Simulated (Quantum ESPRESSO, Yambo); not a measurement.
Planning a run of Yambo 5.3.0 on GaN (F-43m). The input:

```
HF_and_locXC
gw0
dyson
mpa
em1d
rim_cut
RandQpts= 1000000
RandGvec= 1 RL
EXXRLvcs= 72 Ry
VXCRLvcs= 288 Ry
Chimod= "HARTREE"
% BndsRnXm
 1 | 68 |
%
NGsBlkXm= 10.5 Ry
% LongDrXm
 1 | 1 | 1 |
%
% GbndRnge
 1 | 68 |
%
DysSolver= "n"
ExtendOut
EnSampXm= "2l"
EnGridXm= "ho"
% EnRngeXm
 0 | 60 | eV
%
% ImRngeXm
 1 | 27.21138 | eV
%
% DmRngeXm
 0.001 | 2.721138 | eV
%
ETStpsXm= 16
IntSolXm= "PT"
% QPkrange
 1 | 1 | 8 | 11 |
%
```

```sh
OMP_NUM_THREADS=1 mpirun -n 4 yambo -F gw9.in -J gw9 -C gw9 > gw9.log
```

The stored states that it reads are on a 6×6×6 mesh. The structure is cubic, space group F-43m (No. 216). The conventional cell has a = 4.507 Å, b = 4.507 Å, c = 4.507 Å, α = 90.00°, β = 90.00°, γ = 90.00°. Nearest to Ga lie 4 N at 1.95 Å. Nearest to N lie 4 Ga at 1.95 Å. Farther neighbours and most contacts between anions are not listed.

How long will it take on 4 MPI ranks of Arm Neoverse V1, shared host, and how much memory?

It took 2 min; on shared hardware allow 61 s to 4 min. Peak host memory was 1.3 GiB.

The screening grows as filled bands × empty bands × pairs of k points, times the square of the screening basis for the matrix.

[Paths, hosts, dates, memory and timing lines, banners, echoed tables and standing remarks are left out of the program output.]

[Logs are printed without paths, hosts, clocks, repeated set-up lines and the standing remarks that a program may print on its own settings, such as how far it seeks lower states.]

[Runs of the session that timed out or met a known fault of the program may be left out.]

[No measured gap is set beside runs whose start may be inverted or whose files or cutoffs have a known fault.]

[Hosts, paths, dates, database ids (printed as entryN), source tags and the programs' standing remarks are cut or masked in the printed files.]
